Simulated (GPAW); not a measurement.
Here is a GPAW 26.7.0 calculation.

run.py

```python
import numpy as np
from ase import Atoms
from ase.dft.bandgap import bandgap
from ase.io import write
from gpaw import GPAW, PW
from gpaw.response.df import DielectricFunction

atoms = Atoms(['S', 'Be'],
              cell=[[0.0, 2.425, 2.425],
                    [2.425, 0.0, 2.425],
                    [2.425, 2.425, 0.0]],
              scaled_positions=[[0.75, 0.75, 0.75],
                                [0.0, 0.0, 0.0]],
              pbc=True)

calc = GPAW(mode=PW(600),
            xc='LDA',
            kpts={'size': (8, 8, 8), 'gamma': True},
            occupations={'name': 'fermi-dirac', 'width': 0.001},
            nbands=11,
            convergence={'density': 1e-06},
            maxiter=150,
            txt='gpaw.txt')
atoms.calc = calc
energy = atoms.get_potential_energy()
calc.write('gs.gpw')
write('result.traj', atoms)
print(f'Energy: {energy:.6f} eV')
print('Fermi level:', round(calc.get_fermi_level(), 4), 'eV')
print(f'Gap: {bandgap(calc)[0]:.4f} eV, direct: {bandgap(calc, direct=True)[0]:.4f} eV')

for size in [(17, 17, 17), (24, 24, 24)]:
    name = 'x'.join(str(n) for n in size)
    dense = calc.fixed_density(kpts={'size': size, 'gamma': True},
                               nbands=30, convergence={'bands': 24, 'eigenstates': 1e-7},
                               update_fermi_level=True, txt=f'dense-{name}.txt')
    dense.write(f'{name}.gpw', mode='all')
    df = DielectricFunction(f'{name}.gpw', frequencies=np.array([0.0]), hilbert=False, eta=0.001,
                            ecut=80, nbands=24, intraband=False, txt=f'df-{name}.txt')
    for xc in ['RPA', 'ALDA_X', 'LR0.3']:
        for direction in ['x', 'y', 'z', [0, 1, 1], [1, 0, 1], [1, 1, 0]]:
            e0, e = df.get_macroscopic_dielectric_constant(xc=xc, direction=direction)
            print(f'{name} {xc} {direction}: {e0:.4f} without, {e:.4f} with local fields')
```

Potentials or basis: the program's PAW data sets (release 1.2.1) made for this functional, pw.

Launch:

```sh
$ OMP_NUM_THREADS=1 python run.py
```

Predict the electronic dielectric tensor (diagonal).

5.02.

Estimate the band gap on the k mesh.

2.90 eV, indirect (least direct gap 5.51 eV).

Electronic dielectric tensor:
```
5.02 0.00 0.00
0.00 5.02 0.00
0.00 0.00 5.02
```

Caveat: the long-wavelength limit can be off by a per cent or two. A k mesh can miss the band edges.
